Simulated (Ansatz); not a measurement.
**BN (zincblende) under strain**

BN built on the zincblende prototype, relaxed with r2SCAN in Ansatz. Space group F-43m (No. 216), cubic; a = 3.610 Å in the conventional setting, 5.88 Å³ an atom. Around B lie 4 N at 1.56 Å; around N lie 4 B at 1.56 Å.

The axes x, y and z are those of this cell:
```
CELL_PARAMETERS angstrom
0.00000 1.80483 1.80483
1.80483 0.00000 1.80483
1.80483 1.80483 0.00000
ATOMIC_POSITIONS crystal
B 0.00000 0.00000 0.00000
N 0.25000 0.25000 0.25000
```

Unstrained: PBE gives an indirect gap of 4.477 eV, from Γ to X; the least direct gap is 8.852 eV at Γ. With r2SCAN the valence top lies at Γ and the conduction bottom at X, 5.003 eV higher; the smallest vertical gap, at Γ, is 9.587 eV. HSE06 gives an indirect gap of 5.794 eV, from Γ to X; the least direct gap is 10.592 eV at Γ. Meshes: PBE 12×12×12, r2SCAN 12×12×12, HSE06 8×8×8. Strains are changes of length per length. After each strain the atoms were relaxed again with r2SCAN within the symmetry that the strain leaves, so tilts or polar shifts that break it weren't tested; points keep the names that they have in the unstrained zone. Calculated for a static, non-magnetic cell.

Changes of the least gap in eV (an overlap counts as a negative gap):
```csv
strain,volume change (%),space group,PBE,r2SCAN,HSE06,G0W0@PBE (mesh),"energy rise, r2SCAN (meV/atom)"
"epitaxial -4.0 % in the xy plane, free normal strain +1.68 %",-6.3,I-4m2,-0.488,-0.484,-0.483,-0.47,59.1
"epitaxial -3.0 % in the xy plane, free normal strain +1.27 %",-4.7,I-4m2,-0.362,-0.356,-0.357,-0.35,32.6
"epitaxial -2.0 % in the xy plane, free normal strain +0.85 %",-3.1,I-4m2,-0.238,-0.234,-0.234,-0.23,14.2
"epitaxial -1.0 % in the xy plane, free normal strain +0.43 %",-1.6,I-4m2,-0.117,-0.115,-0.115,-0.11,3.5
"epitaxial +1.0 % in the xy plane, free normal strain -0.43 %",+1.6,I-4m2,-0.268,-0.277,-0.278,-0.29,3.3
"epitaxial +2.0 % in the xy plane, free normal strain -0.86 %",+3.1,I-4m2,-0.520,-0.538,-0.540,-0.56,13.0
"epitaxial +3.0 % in the xy plane, free normal strain -1.30 %",+4.7,I-4m2,-0.757,-0.781,-0.786,-0.81,28.7
"epitaxial +4.0 % in the xy plane, free normal strain -1.74 %",+6.3,I-4m2,-0.978,-1.009,-1.016,-1.05,50.0
```
Unstrained, G0W0@PBE with 49 empty bands, a screening cutoff of 150 eV and a 6×6×6 mesh gives 6.01 eV on its mesh; the band count follows the volume. The G0W0 figures hold for the stated bands, cutoff and mesh and aren't extrapolated.

Epitaxial -4.0 % in the xy plane, free normal strain +1.68 %. HSE06: the gap goes from 5.794 to 5.311 eV (-0.483 eV); the X points, equivalent before, split by 1110 meV, and the conduction bottom lies at those like (0, 1/2, 1/2); with r2SCAN the top three valence levels at Γ, degenerate before, become 2+1 from the top over 669 meV. Stress change with r2SCAN, compression positive: xx +42.98, yy +42.98, zz -0.05 GPa.

Epitaxial -3.0 % in the xy plane, free normal strain +1.27 %. HSE06: the gap goes from 5.794 to 5.437 eV (-0.357 eV); the X points, equivalent before, split by 815 meV, and the conduction bottom lies at those like (0, 1/2, 1/2); with r2SCAN the top three valence levels at Γ, degenerate before, become 2+1 from the top over 483 meV. Stress change with r2SCAN, compression positive: xx +31.03, yy +31.03, zz -0.05 GPa.

Epitaxial -2.0 % in the xy plane, free normal strain +0.85 %. HSE06: the gap goes from 5.794 to 5.560 eV (-0.234 eV); the X points, equivalent before, split by 532 meV, and the conduction bottom lies at those like (0, 1/2, 1/2); with r2SCAN the top three valence levels at Γ, degenerate before, become 2+1 from the top over 310 meV. Stress change with r2SCAN, compression positive: xx +19.92, yy +19.92, zz -0.04 GPa.

Epitaxial -1.0 % in the xy plane, free normal strain +0.43 %. HSE06: the gap goes from 5.794 to 5.679 eV (-0.115 eV); the X points, equivalent before, split by 261 meV, and the conduction bottom lies at those like (0, 1/2, 1/2); with r2SCAN the top three valence levels at Γ, degenerate before, become 2+1 from the top over 150 meV. Stress change with r2SCAN, compression positive: xx +9.59, yy +9.59, zz -0.03 GPa.

Epitaxial +1.0 % in the xy plane, free normal strain -0.43 %. HSE06: the gap goes from 5.794 to 5.516 eV (-0.278 eV); with r2SCAN the top three valence levels at Γ, degenerate before, become 1+2 from the top over 139 meV. Stress change with r2SCAN, compression positive: xx -8.92, yy -8.92, zz -0.03 GPa.

Epitaxial +2.0 % in the xy plane, free normal strain -0.86 %. HSE06: the gap goes from 5.794 to 5.254 eV (-0.540 eV); with r2SCAN the top three valence levels at Γ, degenerate before, become 1+2 from the top over 268 meV. Stress change with r2SCAN, compression positive: xx -17.20, yy -17.20, zz -0.03 GPa.

Epitaxial +3.0 % in the xy plane, free normal strain -1.30 %. HSE06: the gap goes from 5.794 to 5.008 eV (-0.786 eV); with r2SCAN the top three valence levels at Γ, degenerate before, become 1+2 from the top over 388 meV. Stress change with r2SCAN, compression positive: xx -24.88, yy -24.88, zz -0.04 GPa.

Epitaxial +4.0 % in the xy plane, free normal strain -1.74 %. HSE06: the gap goes from 5.794 to 4.778 eV (-1.016 eV); with r2SCAN the top three valence levels at Γ, degenerate before, become 1+2 from the top over 500 meV. Stress change with r2SCAN, compression positive: xx -32.01, yy -32.01, zz -0.04 GPa.

The meshes of the hybrids are coarse, so their gaps aren't converged to the digits shown.

The splittings at Γ are without spin-orbit coupling, which regroups them where it is of like size or larger.
